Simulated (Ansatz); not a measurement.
**TiO2 (fluorite) under strain**

TiO2 in the fluorite structure, relaxed with r2SCAN in Ansatz 0.2.0. It is cubic, Fm-3m (No. 225); a = 4.794 Å in the conventional setting, 9.18 Å³ an atom. Around Ti lie 8 O at 2.08 Å; around O lie 4 Ti at 2.08 Å.

The axes x, y and z are those of this cell:
```yaml
crystal:
  lattice:
    - [0.00000, 2.39683, 2.39683]
    - [2.39683, 0.00000, 2.39683]
    - [2.39683, 2.39683, 0.00000]
  atoms:
    - { symbol: Ti, position: [0.00000, 0.00000, 0.00000] }
    - { symbol: O, position: [0.25000, 0.25000, 0.25000] }
    - { symbol: O, position: [0.75000, 0.75000, 0.75000] }
```

Unstrained: PBE gives an indirect gap of 1.145 eV, from X to Γ; the least direct gap is 1.850 eV at X. r2SCAN gives an indirect gap of 1.508 eV, from X to Γ; the least direct gap is 2.205 eV at X. With HSE06 the valence top lies at X and the conduction bottom at Γ, 2.630 eV higher; the smallest vertical gap, at X, is 3.354 eV. Meshes: PBE 10×10×10, r2SCAN 10×10×10, HSE06 6×6×6. Strains are changes of length per length. After each strain the atoms were relaxed again with r2SCAN within the symmetry that the strain leaves, so tilts or polar shifts that break it weren't tested; points keep the names that they have in the unstrained zone. These are computed values for a spin-unpolarised cell that may be hypothetical; none is a measurement.

Changes of the least gap in eV (an overlap counts as a negative gap):
```json
{"strain": "uniaxial +0.35 % along x", "volume change (%)": "+0.3", "space group": "I4/mmm", "PBE": "-0.026", "r2SCAN": "-0.027", "HSE06": "-0.029", "energy rise, r2SCAN (meV/atom)": "0.2"}
{"strain": "biaxial -1.72 % in x and y, z held", "volume change (%)": "-3.4", "space group": "I4/mmm", "PBE": "-0.092", "r2SCAN": "-0.086", "HSE06": "-0.081", "energy rise, r2SCAN (meV/atom)": "13.2"}
{"strain": "uniaxial +1.03 % along [111]", "volume change (%)": "+1.0", "space group": "R-3m", "PBE": "-0.009", "r2SCAN": "-0.011", "HSE06": "-0.015", "energy rise, r2SCAN (meV/atom)": "1.0"}
```

Uniaxial +0.35 % along x, other directions held. HSE06: the gap goes from 2.630 to 2.601 eV (-0.029 eV). Stress change with r2SCAN, compression positive: xx -2.30, yy -0.28, zz -0.28 GPa.

Biaxial -1.72 % in x and y, z held. HSE06: the gap goes from 2.630 to 2.549 eV (-0.081 eV). Stress change with r2SCAN, compression positive: xx +13.89, yy +13.89, zz +3.25 GPa.

Uniaxial +1.03 % along [111], other directions held. HSE06: the gap goes from 2.630 to 2.615 eV (-0.015 eV). Stress change with r2SCAN, compression positive: xx -2.76, yy -2.76, zz -2.76, xy -0.23, xz -0.23, yz -0.23 GPa.

The meshes of the hybrids are coarse, so their gaps aren't converged to the digits shown.
